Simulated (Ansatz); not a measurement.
A plane-wave DFT run in Ansatz 0.2.0 (scalar-relativistic PAW potentials unless the input names others): input and command.

```yaml
crystal:
  lattice:
    - [7.1172969296, -1.9704525993, -0.0129166294]
    - [7.1172969296, 1.9704525993, -0.0129166294]
    - [-0.7805651581, 0.0, 6.4260156992]
  atoms:
    - { symbol: Si, position: [0.0568420914, 0.0568420914, 0.8759985034] }
    - { symbol: Si, position: [0.9431579086, 0.9431579086, 0.1240014966] }
    - { symbol: Si, position: [0.5599788304, 0.5599788304, 0.6544853687] }
    - { symbol: Si, position: [0.4400211696, 0.4400211696, 0.3455146313] }
    - { symbol: Si, position: [0.2138052799, 0.2138052799, 0.056874619] }
    - { symbol: Si, position: [0.7861947201, 0.7861947201, 0.943125381] }
    - { symbol: Si, position: [0.7271013493, 0.7271013493, 0.5858893485] }
    - { symbol: Si, position: [0.2728986507, 0.2728986507, 0.4141106515] }
basis:
  ecutwfc: 420
kpoints:
  mp_grid: { grid: [10, 10, 6] }
hamiltonian:
  xc: lda
scf:
  occupations: { method: tetrahedron }
output:
  forces: true
  eigenvalues: true
  stress: true
```

```bash
ansatz run input.yaml --threads 2 --pin off --max-ram 5120MiB --backend cpu --events-out ev --progress --plain --runs-dir out
```

Abridged log:
```
Warning: output.forces, output.stress, relax.cell or npt_langevin: where a Kohn–Sham band that disperses or a degenerate level is filled in part under the method tetrahedron, the forces or the stress that this run publishes need not agree with its energy (scf.occupations.method in the input reference, under Limitations); prefer a smearing scheme for the forces or the stress
Pseudopotentials: kind: paw
Pseudopotential: Si, paw, valence charge 4, recommended cutoff 420 eV (normal)
Functional definition: SPW92
Crystal: 8 atoms, lattice volume = 180.201 Å³
Basis set: ecut = 420 eV, 3555 PW (Γ)
Bands: 24, of which v1, the nominal top of the filled ones, is band 16 counted from 1 (15 counted from 0)
Symmetry: 4 space group operations
Space group: C2/m (ITA 12), of the structure as read, at distance tolerance 5.6e-5 Å
k-points: 172 of 600
Initial density: superposition of atomic densities (neutral atoms: chi_scale 0, normalization atom), corrected by the library's trained network
Initial wavefunctions: pseudopotential atomic-orbital guess
Functional: x = slater, c = lda
SCF iter   1: F=—  HF=-4868.209454 eV  |F-HF|=—  |Δ(HF+E_count)|=         —  Δρ=4.05e-3  dr2=2.34e-2  ethr=1.77e-3  ⟨swp⟩=7.0  Hψ=24406  notcnv=0
SCF iter   2: F=—  HF=-4868.206603 eV  |F-HF|=—  |Δ(HF+E_count)|=   2.85e-3  Δρ=2.25e-3  dr2=7.39e-3  ethr=7.32e-5  ⟨swp⟩=1.7  Hψ=6349  notcnv=0  defer=363
SCF iter   3: F=—  HF=-4868.205091 eV  |F-HF|=—  |Δ(HF+E_count)|=   1.51e-3  Δρ=1.78e-4  dr2=1.19e-4  ethr=2.31e-5  ⟨swp⟩=3.0  Hψ=7248  notcnv=0  defer=441
SCF iter   4: F=—  HF=-4868.205094 eV  |F-HF|=—  |Δ(HF+E_count)|=   2.64e-6  Δρ=5.64e-5  dr2=8.92e-6  ethr=3.73e-7  ⟨swp⟩=3.0  Hψ=7269  notcnv=0  defer=444
SCF iter   5: F=—  HF=-4868.205137 eV  |F-HF|=—  |Δ(HF+E_count)|=   4.32e-5  Δρ=1.25e-5  dr2=4.42e-7  ethr=2.79e-8  ⟨swp⟩=3.0  Hψ=7100  notcnv=0  defer=444
SCF iter   6: F=-4868.205137 eV  HF=-4868.205137 eV  |F-HF|=3.38e-9  |Δ(HF+E_count)|=   1.84e-7  Δρ=2.44e-6  dr2=2.32e-8  ethr=3.13e-10  ⟨swp⟩=7.1  Hψ=17575  notcnv=0
SCF 1 converged in 6 iterations: F = -4868.205137 eV  dr2 = 2.32e-8
SCF converged after 6 iterations
Stability not checked: this state was not tested for a lower state beside it, because cold or Methfessel-Paxton smearing, or corrected tetrahedra, fill the levels in a way that the test cannot read (fill_not_monotonic; see scf.lower_state_search)
Free energy (F): -4868.205137 eV
Harris-Foulkes:  -4868.205137 eV  (|F-HF|=3.38e-9)
Internal energy: -4868.205137 eV  (E = F + TS)
E sigma→0 (E₀):  -4868.205137 eV
Fermi energy:    5.028895 eV
--- Forces (eV/Å), atoms counted from 1 ---
  atom   1  Si     0.04482675     0.00000000    -0.00353426
  atom   2  Si    -0.04482675     0.00000000     0.00353426
  atom   3  Si     0.02883061     0.00000000     0.03437825
  atom   4  Si    -0.02883061     0.00000000    -0.03437825
  atom   5  Si     0.04111995     0.00000000    -0.00886530
  atom   6  Si    -0.04111995     0.00000000     0.00886530
  atom   7  Si     0.00655342     0.00000000     0.03297590
  atom   8  Si    -0.00655342     0.00000000    -0.03297590
--- Stress (GPa, compression-positive) ---
       -6.853008       0.000000      -0.019946
        0.000000      -6.990098       0.000000
       -0.019946       0.000000      -7.027441
  P = ⅓ Tr σ = -6.9568 GPa (-69.568 kbar)
```

Apart from outputs, empty bands and the relaxation, which only the reference makes, the input differs from a reference run on usual settings in scf.occupations.width: 0.01 → not typed; scf.occupations.method: "gaussian" → "tetrahedron"; hamiltonian.xc: "pbe" → "lda". The reference, at the same geometry, ended its own course with pressure -4.14 GPa, largest force 0.006 eV/Å, gap on the mesh 0.38 eV. This run converged in 6 SCF iterations with a total energy on another zero, pressure -6.96 GPa, largest force 0.045 eV/Å, gap on the mesh 0.26 eV.

The run took 13 s on 2 threads of Intel(R) Xeon(R) Platinum 8488C (Sapphire Rapids), on a shared host, peak memory 0.85 GiB.